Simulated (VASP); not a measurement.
Write the native input for VASP 6.6.1 that does the following.

```yaml
Task: single point
Functional: PBE
Potentials_or_basis: VASP PAW PBE potentials, release 64 (Ga_d, As)
Cutoff: 520 eV
k_mesh: 8 × 8 × 8
Occupations: fermi-dirac, width 0.02 eV
Spin: no spin polarisation
Dipole_correction: no
Further_INCAR_settings: ALGO = Fast; EDIFF = 1e-07; NBANDS = 16
```

The structure of GaAs lies in POSCAR:

```
GaAs
1.0
    0.0000000000      2.8330850947      2.8330850947
    2.6965303932      0.0000000000      2.8330850947
    2.6965303932      2.8330850947      0.0000000000
Ga As
1 1
Direct
    0.0000000000      0.0000000000      0.0000000000
    0.2500000000      0.2500000000      0.2500000000
```

The cell was built by a generator and needn't be a form met in nature.

The cell isn't the ideal one: uniaxial_x strain -4.8%.

One way to write it, as run:

INCAR

```
ALGO = Fast
EDIFF = 1E-7
ENCUT = 520
GGA = PE
ISIF = 2
ISMEAR = -1
LASPH = True
LCHARG = False
LREAL = False
LWAVE = False
NBANDS = 16
NELM = 100
PREC = Accurate
SIGMA = 0.02
```

KPOINTS

```
k-points
0
Gamma
  8 8 8
```

Potentials or basis: VASP PAW PBE potentials, release 64 (Ga_d, As).

Launch:

```bash
$ cat potpaw_PBE.64/Ga_d/POTCAR potpaw_PBE.64/As/POTCAR > POTCAR
$ mpirun -np 1 vasp_std > vasp.out
```

Results of the run:

```json
{
  "Pressure": "7.0 GPa",
  "Band gap on the k mesh": "0.65 eV, direct"
}
```

Wall time 31 s on 1 thread of Intel(R) Xeon(R) 6975P-C (Granite Rapids) (shared host), peak memory 0.18 GiB.
